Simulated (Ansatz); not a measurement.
## Lattice energy of solid N2

These are results of DFT PBE+D3(BJ), scalar-relativistic, plane waves, PAW in Ansatz 0.2.0, not measurements.

Settings: cutoff 420 eV, Γ-centred mesh 6×6×4 on the computed 4-atom cell, Gaussian smearing of 0.02 eV; no spin polarisation.

The relaxed primitive cell holds 2 N2 (symmetry kept; residual pressure -0.01 GPa). Each molecule is also computed alone in a box with 9 Å or more between images, first as cut from the crystal, then relaxed.

```yaml
crystal:
  lattice:
    - [4.09478, 0.00000, 0.00000]
    - [0.00000, 4.09478, 0.00000]
    - [0.00000, 0.00000, 5.32248]
  atoms:
    - { symbol: N, position: [0.90487, 0.90487, 0.00000] }
    - { symbol: N, position: [0.59513, 0.40487, 0.50000] }
    - { symbol: N, position: [0.09513, 0.09513, 0.00000] }
    - { symbol: N, position: [0.40487, 0.59513, 0.50000] }
```

Task: What is the lattice energy?

Result: -0.107 eV (-10.3 kJ/mol) a molecule against the relaxed free molecules, without zero-point or thermal terms. Free molecules keep the site symmetry that they have in the crystal, and one conformer stands for all of a formula. The molecules are strained by 0.000 eV each in the crystal, which takes 44.6 Å³ a molecule. The gap on the mesh is 6.98 eV in the crystal and 8.24 eV between the free molecule's highest filled and lowest empty level.

Cost: 3 runs of about 0.28 core-minutes in all, on Arm Neoverse V2 (shared hosts).